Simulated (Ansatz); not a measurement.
# KF: how the settings move a single-point run

How sensitive is a single-point run of KF to its settings? A reference run comes first, then one run with altered input.

Computed with Ansatz 0.2.0 (reference: DFT, PBE, all-electron LAPW, scalar-relativistic, unless a step's input says otherwise).

## 1. Starting point

The structure is cubic, space group Fm-3m (No. 225). The conventional cell has a = 5.293 Å, b = 5.293 Å, c = 5.293 Å, α = 90.00°, β = 90.00°, γ = 90.00°. Around K (site symmetry m-3m) lie 6 F at 2.65 Å. Around F (site symmetry m-3m) lie 6 K at 2.65 Å.

As a file:

```
CELL_PARAMETERS angstrom
0.00000 2.64649 2.64649
2.64649 0.00000 2.64649
2.64649 2.64649 0.00000
ATOMIC_POSITIONS crystal
K 0.00000 0.00000 0.00000
F 0.50000 0.50000 0.50000
```

## 2. Baseline

Contents of input.yaml:

```yaml
crystal:
  lattice:
    - [0.0, 2.646493103, 2.646493103]
    - [2.646493103, 0.0, 2.646493103]
    - [2.646493103, 2.646493103, 0.0]
  atoms:
    - { symbol: K, position: [0.0, 0.0, 0.0] }
    - { symbol: F, position: [0.5, 0.5, 0.5] }
kpoints:
  mp_grid: { grid: [9, 9, 9] }
scf:
  occupations: { method: fermi_dirac, width: 0.01 }
hamiltonian:
  xc: pbe
  pseudopotentials: { kind: all_electron, lapw: { basis_error: 0.001 } }
output:
  forces: true
  stress: true
  eigenvalues: true
```

Run with:

```sh
> ansatz run input.yaml --threads 1 --pin off --max-ram 2048MiB --backend cpu --events-out ev --progress --plain --runs-dir out
```

## 3. Changing settings: occupations.method tetrahedron, width left out

input.yaml: that of step 2 with these lines changed.

```diff
@@ -11,3 +11,3 @@
 scf:
-  occupations: { method: fermi_dirac, width: 0.01 }
+  occupations: { method: tetrahedron }
 hamiltonian:
```

**Question.** What will these runs give? Wanted: for each run, ending; energy change; pressure; gap; force.

The runs gave:

| run | ending | energy change | pressure (GPa) | gap (eV) | force (eV/Å) | cycles | time |
| --- | --- | --- | --- | --- | --- | --- | --- |
| reference | converged | 0 | 2.5 | 6.33 | 0.00 | 8 | 5.1 s |
| 1: occupations.method tetrahedron, width left out | converged | 0.0 meV/atom (σ→0) | 2.5 | 6.33 | 0.00 | 8 | 4.8 s |

Residual by cycle in the longest SCF loop of each run; runs are numbered as in the table. The quantity is the density residual dr2, in eV.

```csv
cycle,reference,run 1
1,0.849,0.849
2,0.00533,0.00533
3,0.0535,0.0535
4,5.2e-4,5.2e-4
5,9.8e-6,9.8e-6
6,5.5e-6,5.5e-6
7,2.1e-7,2.0e-7
8,4.9e-9,4.9e-9
```

**Reading.** The changed input (smearing) leaves the energy the same to the digits printed.

These are semilocal Kohn-Sham gaps, which aren't the measured quantity. Such gaps usually fall short of the measured ones.
